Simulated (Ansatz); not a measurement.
PbS (Galena):

```
Pb S
1.0
     0.00000    2.96575    2.96575
     2.96575    0.00000    2.96575
     2.96575    2.96575    0.00000
Pb S
1 1
Direct
  0.00000 0.00000 0.00000
  0.50000 0.50000 0.50000
```

| Item | Value |
| --- | --- |
| Program | Ansatz 0.2.0 |
| Task | relaxation of cell and atoms |
| Functional | RPBE |
| Dispersion | D3(BJ) |
| Potentials or basis | Ansatz PAW |
| Cutoff | 420 eV (not typed: the program's choice for these potentials) |
| k mesh | 8 × 8 × 8 |
| Occupations | fermi-dirac, width 0.05 eV |
| Spin | no spin polarisation |

At the start: volume 26.09 Å³/atom.

Problem. Where does the relaxation end?

Solution. It ends after 6 steps and the volume is 21.74 Å³/atom (-16.7 %); space group Fm-3m (No. 225, to 0.05 Å).

Step by step:
```csv
step,energy change (eV),largest force (eV/Å),volume (Å³)
1,0.0000,0.0000,52.17
2,-0.3255,0.0000,44.91
3,-0.3360,0.0000,42.93
4,-0.3378,0.0000,43.50
5,-0.3378,0.0000,43.47
6,-0.3370,0.0000,43.47
```

Final structure:
```yaml
crystal:
  lattice:
    - [0.00000, 2.79081, 2.79081]
    - [2.79081, 0.00000, 2.79081]
    - [2.79081, 2.79081, 0.00000]
  atoms:
    - { symbol: Pb, position: [0.00000, 0.00000, 0.00000] }
    - { symbol: S, position: [0.50000, 0.50000, 0.50000] }
```

Caveat: the volume moved by over 15 % at a fixed basis, so the end points are rough; the plane-wave basis is chosen anew once the cell has moved, so the energies of steps on either side of that aren't comparable; the volume moved by -17 % from the deposited cell, more than functionals usually miss; the PAW data sets come from PBE, with cores solved anew for the run's functional, which leaves a small shift of forces and pressure.
